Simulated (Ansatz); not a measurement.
# Pt(110) / 3 layers Al(110) / Pt(110): resistance against film thickness, part 3 of 3

How does the resistance across the layers grow with the film in Pt(110) / 3 layers Al(110) / Pt(110)?

Ansatz 0.2.0; Ansatz plane-wave DFT, LDA, PAW files; ballistic transport by layer matching (Landauer), zero bias; PAW set soft_1.

So far. Step 5 (With 8 layers, k-mesh 13×10×1, film layers 8): The conductance of the junction is 6.1e14 S/m², 0.43 % over the 6.1e14 S/m² of the last finished run, within the error estimates, leads' steps apart, of 6.7 and 8 %.

### Step 7. With 10 layers, k-mesh 13×10×1, film layers 10

The stack now holds 10 film layers; the k-mesh follows the cell, and the energies span -0.27 to 0.27 eV.

System of this step: Pt(110) / 10 layers Al(110) / Pt(110). The cell holds 22 atoms: 12 Pt and 10 Al. Cell: a = 2.773 Å, b = 3.922 Å, c = 31.886 Å, α = 90.0°, β = 90.0°, γ = 90.0°. It derives from Pt and Al. Regions: lead, 12 atoms (12 Pt); films, 10 atoms (10 Al). The structure is stacked along c, and the current runs across the ab planes.

Input file input.yaml:

```yaml
crystal:
  lattice:
    - [2.7731313745, 0.0, 0.0]
    - [0.0, 3.9218, 0.0]
    - [0.0, 0.0, 31.8861947108]
  atoms:
    - { symbol: Pt, position: [0.0, 0.0, 0.0217424139] }
    - { symbol: Pt, position: [0.5, 0.5, 0.0652272417] }
    - { symbol: Pt, position: [0.0, 0.0, 0.1087120696] }
    - { symbol: Pt, position: [0.5, 0.5, 0.1521968974] }
    - { symbol: Pt, position: [0.0, 0.0, 0.1956817252] }
    - { symbol: Pt, position: [0.5, 0.5, 0.2391665531] }
    - { symbol: Al, position: [0.0, 0.0, 0.2848180703] }
    - { symbol: Al, position: [0.5, 0.5, 0.3326362769] }
    - { symbol: Al, position: [0.0, 0.0, 0.3804544835] }
    - { symbol: Al, position: [0.5, 0.5, 0.4282726901] }
    - { symbol: Al, position: [0.0, 0.0, 0.4760908967] }
    - { symbol: Al, position: [0.5, 0.5, 0.5239091033] }
    - { symbol: Al, position: [0.0, 0.0, 0.5717273099] }
    - { symbol: Al, position: [0.5, 0.5, 0.6195455165] }
    - { symbol: Al, position: [0.0, 0.0, 0.6673637231] }
    - { symbol: Al, position: [0.5, 0.5, 0.7151819297] }
    - { symbol: Pt, position: [0.0, 0.0, 0.7608334469] }
    - { symbol: Pt, position: [0.5, 0.5, 0.8043182748] }
    - { symbol: Pt, position: [0.0, 0.0, 0.8478031026] }
    - { symbol: Pt, position: [0.5, 0.5, 0.8912879304] }
    - { symbol: Pt, position: [0.0, 0.0, 0.9347727583] }
    - { symbol: Pt, position: [0.5, 0.5, 0.9782575861] }
kpoints:
  mp_grid: { grid: [13, 10, 1] }
hamiltonian:
  xc: lda
  pseudopotentials: { kind: paw, azcp: { folder: soft_1 }, xc_functional: pbe }
scf:
  occupations: { method: fermi_dirac, width: 0.1 }
output:
  transmission:
    leads: [[0, 1]]
    kmesh: [26, 18]
    e_range: [-0.27, 0.27]
    de: 0.036
  write_potential: true
  write_density: true
  volumetric_format: npy
```

Command:

```console
$ ansatz run input.yaml --threads 4 --pin off --max-ram 8192MiB --backend cpu --events-out ev --progress --plain --runs-dir out
```

Numbers of over 12 decimals in the logs are rounded to 6 here.

What it wrote:

```text
Engine: ansatz 0.2.0, x86_64-unknown-linux-gnu
Pseudopotentials: kind: paw
Pseudopotential: Pt, paw, valence charge 18, recommended cutoff 420 eV (normal), soft_1/Pt.paw.azcp
Pseudopotential: Al, paw, valence charge 3, recommended cutoff 420 eV (normal), soft_1/Al.paw.azcp
Functional definition: SPW92
  exchange = slater_x
  correlation = pw_c
Crystal: 22 atoms, lattice volume = 346.784 Å³
Basis set: ecut = 420 eV, 6783 PW (Γ)
Bands: 148, of which v1, the nominal top of the filled ones, is band 123 counted from 1 (122 counted from 0)
Symmetry: 8 space group operations
Space group: Pmmn (ITA 59), of the structure as read, at distance tolerance 7.0e-5 Å
k-points: 42 of 130
Non-local potential: Pt, projectors of the file, l = 0: 3, l = 1: 2, l = 2: 2, l = 3: 1
Non-local potential: Al, projectors of the file, l = 0: 2, l = 1: 2, l = 2: 1
PAW form: soft (Blöchl's): semilocal exchange-correlation on the pseudo side does not see the compensation charge
PAW frozen core: Pt, regenerated for the run's functional, and the local potential with it (the file was generated under x = pbe(κ = 0.804, μ = 0.219515), c = pbe(β = 0.066725))
PAW frozen core: Al, regenerated for the run's functional, and the local potential with it (the file was generated under x = pbe(κ = 0.804, μ = 0.219515), c = pbe(β = 0.066725))
PAW one-centre angular grid: Pt, 590 points (default); XC on 64 Gauss nodes
PAW one-centre angular grid: Al, 110 points (default); XC on 64 Gauss nodes
Initial density: superposition of atomic densities (chi_scale 0.1, normalization cell, long waves of neutral atoms (reshape's long-wave potential 27.40 eV rms, cloud 2.57 Å wide))
Initial wavefunctions: pseudopotential atomic-orbital guess
Functional: x = slater, c = lda
SCF iter   1: F=—  HF=-152106.888402 eV  |F-HF|=—  |Δ(HF+E_count)|=         —  Δρ=1.37e-1  dr2=2.22e3  ethr=3.10e-3  ⟨swp⟩=6.6  Hψ=23872  notcnv=0  defer=14
preconditioner: auto → Kerker (q_TF=auto, 2.577 Å⁻¹)  [metal: Δε(μ)=0.013 eV  Ē_g=5.969 eV  σ=0.100 eV  W_gap=0.03  n_scr=94 (ndim 8)  ℏωp=24.4 eV  f_vac=0.000  D(μ)=17.79/eV (n_scr^D=178)]
SCF iter   2: F=—  HF=-152090.653869 eV  |F-HF|=—  |Δ(HF+E_count)|=    1.62e1  Δρ=6.01e-2  dr2=5.70e2  ethr=3.10e-3  ⟨swp⟩=2.3  Hψ=11272  notcnv=0  defer=58
SCF iter   3: F=—  HF=-152086.415391 eV  |F-HF|=—  |Δ(HF+E_count)|=    4.24e0  Δρ=9.14e-3  dr2=6.61e0  ethr=3.10e-3  ⟨swp⟩=2.5  Hψ=11911  notcnv=0  defer=122
SCF iter   4: F=—  HF=-152086.276453 eV  |F-HF|=—  |Δ(HF+E_count)|=   1.39e-1  Δρ=3.23e-3  dr2=1.65e0  ethr=2.69e-3  ⟨swp⟩=1.0  Hψ=6725  notcnv=0  defer=128
SCF iter   5: F=—  HF=-152086.261023 eV  |F-HF|=—  |Δ(HF+E_count)|=   1.54e-2  Δρ=8.13e-4  dr2=7.27e-2  ethr=6.72e-4  ⟨swp⟩=1.0  Hψ=6090  notcnv=0  defer=143
SCF iter   6: F=—  HF=-152086.259640 eV  |F-HF|=—  |Δ(HF+E_count)|=   1.38e-3  Δρ=2.59e-4  dr2=1.30e-3  ethr=2.96e-5  ⟨swp⟩=1.0  Hψ=6142  notcnv=0  defer=144
SCF iter   7: F=—  HF=-152086.259581 eV  |F-HF|=—  |Δ(HF+E_count)|=   5.86e-5  Δρ=6.08e-5  dr2=2.46e-5  ethr=5.30e-7  ⟨swp⟩=1.0  Hψ=6052  notcnv=0  defer=144
SCF iter   8: F=—  HF=-152086.260002 eV  |F-HF|=—  |Δ(HF+E_count)|=   4.20e-4  Δρ=2.10e-5  dr2=1.45e-5  ethr=1.00e-8  ⟨swp⟩=2.1  Hψ=8250  notcnv=0  defer=150
SCF iter   9: F=—  HF=-152086.260002 eV  |F-HF|=—  |Δ(HF+E_count)|=   3.31e-7  Δρ=4.17e-6  dr2=1.59e-6  ethr=5.88e-9  ⟨swp⟩=1.0  Hψ=6027  notcnv=0  defer=150
SCF iter  10: F=—  HF=-152086.260002 eV  |F-HF|=—  |Δ(HF+E_count)|=   2.84e-8  Δρ=1.32e-6  dr2=1.23e-7  ethr=6.46e-10  ⟨swp⟩=1.0  Hψ=6026  notcnv=0  defer=150
SCF iter  11: F=-152086.260002 eV  HF=-152086.260002 eV  |F-HF|=7.22e-9  |Δ(HF+E_count)|=   2.82e-9  Δρ=3.78e-7  dr2=7.34e-9  ethr=4.07e-11  ⟨swp⟩=7.7  Hψ=12420  notcnv=0
SCF 1 converged in 11 iterations: F = -152086.260002 eV  dr2 = 7.34e-9
[...]
transmission: 728 of 7280 steps passed
transmission: 1456 of 7280 steps passed
[...]
transmission: 5096 of 7280 steps passed
WARN: the run was ended behind the SCF: a stop after 5356 completed steps of the transmission. The result of record stands; what else was asked for is given out only as far as it was finished by then, or is formed of that. The run will not end as completed
SCF converged after 11 iterations
Free energy (F): -152086.260002 eV
Harris-Foulkes:  -152086.260002 eV  (|F-HF|=7.22e-9)
Internal energy: -152085.574946 eV  (E = F + TS)
E sigma→0 (E₀):  -152085.917474 eV
Entropy (-TS):   -0.685056 eV (-31.139 meV/atom)
Fermi energy:    15.683236 eV
--- Per-component energies (eV) ---
  E_band       = -2874.236519
  E_kinetic    = 7393.289455
  E_local      = -358149.134242  (includes V_loc(G=0)·N_el)
  E_nonlocal   = 2636.884424
  E_hartree    = 176359.623087
  E_xc         = -3148.292299
  E_vxc        = -3550.991025  (∫ρ·V_xc dr)
  E_paw        = -114933.531326  (= ΣΔE_a)
  E_vpaw       = -3923.545135  (= ΣTr[D̂ρ^β])
  E_aug_tail   = 0.013335  (compensation charges beyond the density's cutoff)
  E_ewald      = 137749.448557
  E_core_change = 6.124063  (= ΣΔE_core)
  E_smearing   = -0.685056  (= −TS)
  E_closure    = -0.000000  (closes the sum)
  Σ components = -152086.260002   (vs F -152086.260002, Δ=0.00e0)
--- Band table (eV; the first three rows and the last of 42) ---
  k-point 0: bands = [... 119 lower, 15.1558, 15.2071, 15.2904, 15.5581, 15.6213, 15.8724, 15.9277, 15.9361, ... 21 higher]
  k-point 1: bands = [... 119 lower, 15.2148, 15.3161, 15.5038, 15.6299, 15.7029, 15.9176, 15.9846, 16.1466, ... 21 higher]
  k-point 2: bands = [... 119 lower, 14.9779, 15.2364, 15.2849, 15.5910, 15.6086, 15.6295, 15.8496, 15.8515, ... 21 higher]
  k-point 41: bands = [... 119 lower, 15.5055, 15.5630, 15.5630, 15.6070, 15.6070, 15.8830, 15.8830, 15.9589, ... 21 higher]
Error: SIGTERM received: cancelled by the caller after 5356 completed steps of the transmission, in an analysis behind the self-consistent cycle: that cycle's result was reported, and what else the deck asks for behind it is given out only as far as it was finished by then, or is formed of that: a resume of the run directory makes the rest
```

Wall time 8.7 min (4 threads of Intel Xeon Platinum 8259CL at 2.50GHz (Skylake/Cascade Lake), shared host); peak memory 2.2 GiB.

The run was cut off at the time limit after its SCF cycle had converged; no result of it is taken.

The program's message: “Error: SIGTERM received: cancelled by the caller after 5356 completed steps of the transmission, in an analysis behind the self-consistent cycle: that cycle's result was reported, and what else the de …”

### Step 8. Summary of results

```
area resistance, 3 layers : 0.993 fΩ m²
area resistance, 5 layers : 1.13 fΩ m²
area resistance, 6 layers : 1.17 fΩ m²
area resistance, 8 layers : 1.17 fΩ m²
```

What this shows: The stack adds 0.99 fΩ m² with 3 layers and 1.2 fΩ m² with 8. From 5 layers on no step exceeds the two runs' error estimates together, as expected where only the two interfaces scatter; half the mean, 0.58 fΩ m², is a rough coherent figure for one interface. Atoms sit on ideal sites and aren't relaxed. Spin-orbit coupling is left out, which matters for Pt. The program's estimate of the error from the leads' steps alone runs to 28 %, although the steps are small; only longer leads would test it. Al(110) is compressed by 3.1 % in plane to fit Pt(110), at its own atomic volume.

[Logs are printed without paths, hosts, clocks, repeated set-up lines and the standing remarks that a program may print on its own settings, such as how far it seeks lower states.]

[Hosts, paths, dates, database ids (printed as entryN), source tags and the programs' standing remarks are cut or masked in the printed files.]
